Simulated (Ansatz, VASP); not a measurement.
**One calculation of BAs, two programs**

```
B As
1.0
     0.00000    2.30823    2.59676
     2.30823    0.00000    2.59676
     2.30823    2.30823    0.00000
B As
1 1
Direct
  0.00000 0.00000 0.00000
  0.75000 0.75000 0.75000
```

Change from the starting cell: strain -0.040 along x and y, +0.080 along z, atoms carried along.

Alike in both runs: task single point; functional PBE; k mesh 10 × 10 × 10; occupations gaussian, width 0.05 eV; no spin polarisation.

|  | VASP | Ansatz |
| --- | --- | --- |
| version | VASP 6.6.1 | Ansatz 0.2.0 |
| potentials or method | VASP PAW PBE potentials, release 64 (B, As) | scalar-relativistic, plane waves, PAW |
| plane-wave cutoff (eV) | 520 | 420 |
| valence electrons in the cell | 8 | 18 |

VASP gave:

* gap on the k mesh at the Fermi level (eV): 0.31
* least direct gap on the mesh (eV): 2.66
* pressure (GPa): 1.3
* largest component of the traceless stress (GPa): 18.67

**Question.** Which values does Ansatz return?

**Answer.** gap on the k mesh at the Fermi level (eV): 0.32; least direct gap on the mesh (eV): 2.67; pressure (GPa): 0.7; largest component of the traceless stress (GPa): 18.74.

The two sets of potentials don't hold the same shells in valence.
